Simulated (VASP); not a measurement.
ZrS2: relaxation of cell and atoms with PBEsol

ZrS2:

```
Zr S
1.0
     3.69138    0.00000    0.00000
    -1.84569    3.19683    0.00000
     0.00000    0.00000    6.04108
Zr S
1 2
Direct
  0.00000 0.00000 0.00000
  0.66667 0.33333 0.76209
  0.33333 0.66667 0.23791
```

The cell is a database's computed one.

```yaml
Program: VASP 6.6.1
Task: relaxation of cell and atoms
Functional: PBEsol
Potentials_or_basis: VASP PAW PBE potentials, release 64 (Zr_sv, S)
Cutoff: 600 eV
k_mesh: 9 × 9 × 6
Occupations: gaussian, width 0.02 eV
Spin: no spin polarisation
Further_INCAR_settings: ALGO = Normal; EDIFF = 1e-07; IBRION = 2; EDIFFG = -0.005; NSW = 90; ISIF = 3
```

```
Relaxed volume                         : 22.37 Å³/atom
Relaxed cell                           : a = 3.627 Å, b = 3.627 Å, c = 5.889 Å, α = 90.00°, β = 90.00°, γ = 120.00°
Space group after relaxing (to 0.05 Å) : P-3m1 (No. 164)
Energy gained by relaxing              : 7.9 meV/atom
Ionic steps                            : 18
Pressure after relaxing                : 0.0 GPa
Largest force after relaxing           : 0.004 eV/Å
Band gap on the k mesh                 : 0.81 eV, indirect (least direct gap 1.55 eV)
```

Forces in eV/Å, atoms in the order of the input:
```
Zr   0.000  0.000  0.000
S    0.000  0.000  0.004
S    0.000  0.000 -0.004
```

Step by step:
```csv
step,energy change (eV),largest force (eV/Å),pressure (GPa),volume (Å³)
1,0.0000,0.1349,-2.46,71.29
2,0.0030,0.5386,3.11,67.59
3,-0.0164,0.1759,0.07,69.48
4,-0.0200,0.0935,-0.01,69.32
5,-0.0208,0.0384,-0.07,69.20
6,-0.0208,0.0291,-0.08,69.19
7,-0.0211,0.0344,-0.02,69.06
8,-0.0217,0.0508,0.14,68.69
9,-0.0222,0.0836,0.48,67.94
10,-0.0223,0.0817,0.47,67.93
11,-0.0225,0.0762,0.43,67.89
12,-0.0228,0.0647,0.37,67.80
13,-0.0233,0.0422,0.25,67.64
14,-0.0238,0.0025,0.00,67.30
15,-0.0238,0.0149,-0.06,67.21
16,-0.0238,0.0129,-0.05,67.22
17,-0.0238,0.0107,-0.04,67.19
18,-0.0238,0.0041,0.00,67.10
```

Final structure:
```
Zr S
1.0
     3.62732    0.00000    0.00000
    -1.81366    3.14135    0.00000
     0.00000    0.00000    5.88864
Zr S
1 2
Direct
  0.00000 0.00000 0.00000
  0.66667 0.33333 0.75295
  0.33333 0.66667 0.24705
```

Levels at points of the mesh, in eV from the valence-band top:
```csv
k point,band 8,band 9,band 10,band 11,band 12,band 13,band 14,band 15,band 16
"(0.00, 0.00, 0.00)",-2.82,-2.82,-0.07,-0.07,-0.02,1.53,1.53,2.24,4.94
"(0.00, 0.00, 0.50)",-2.78,-2.78,-1.91,-0.21,-0.21,1.50,1.50,2.67,5.35
```

Run time: 10 min on 1 thread of Intel(R) Xeon(R) Platinum 8488C (Sapphire Rapids), on a shared host, peak memory 0.25 GiB.

Caveat: the PAW data sets were made with another functional, which shifts forces and pressure a little; an odd mesh through Γ misses points on the zone boundary, where band edges often lie; this functional lacks dispersion, which binds the layers, so the pressure and a relaxed spacing across them are unreliable.
